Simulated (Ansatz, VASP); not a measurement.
# AlFe in VASP and in Ansatz

File INCAR:

```
SYSTEM = AlFe
ALGO = Normal
EDIFF = 1E-6
ENCUT = 520
GGA = PE
ISIF = 2
ISMEAR = -1
LASPH = .True.
LCHARG = .True.
LELF = .True.
LREAL = .False.
LVHAR = .True.
LWAVE = .False.
NBANDS = 12
NELM = 100
PREC = Accurate
SIGMA = 0.1
```

File KPOINTS:

```
k-points
0
Gamma
  11 11 11
  0 0 0
```

POSCAR

```
AlFe
1.0
    3.0039351360      0.0000000000      0.0000000000
    0.0000000000      3.0039351360      0.0000000000
    0.0000000000      0.0000000000      3.0039351360
Al Fe
1 1
Direct
    0.0000000000      0.0000000000      0.0000000000
    0.5000000000      0.5000000000      0.5000000000
```

Input for Ansatz:

```yaml
crystal:
  lattice:
    - [3.003935136, 0.0, 0.0]
    - [0.0, 3.003935136, 0.0]
    - [0.0, 0.0, 3.003935136]
  atoms:
    - { symbol: Al, position: [0.0, 0.0, 0.0] }
    - { symbol: Fe, position: [0.5, 0.5, 0.5] }
kpoints:
  mp_grid: { grid: [11, 11, 11] }
scf:
  occupations: { method: fermi_dirac, width: 0.1 }
  lower_state_search: "off"
hamiltonian:
  xc: pbe
  pseudopotentials: { kind: paw }
output:
  forces: true
  stress: true
  eigenvalues: true
  write_density: true
  write_potential: true
  elf: true
  volumetric_format: npy
```

Change from the starting cell: volume scaled by 1.1, no spin polarisation, PAW files.

Alike in both runs: task single point; functional PBE; k mesh 11 × 11 × 11; occupations fermi-dirac, width 0.1 eV; no spin polarisation.

```csv
,VASP,Ansatz
version,VASP 6.6.1,Ansatz 0.2.0
potentials or method,"VASP PAW PBE potentials, release 64 (Al, Fe)","PAW with Ansatz's default frozen-core files, scalar-relativistic"
plane-wave cutoff (eV),520,420
valence electrons in the cell,11,19
```

```tsv
	VASP	Ansatz	Ansatz less VASP
pressure (GPa)	-18.1	-18.1	-0.07
```

The two sets of potentials don't hold the same shells in valence.

Caveats: so large a pressure means that the cell lies far from this level's equilibrium, or that cutoff or potentials fall short (VASP). Spin polarisation is off, so any magnetic state and its effect on volume and gap are missing.
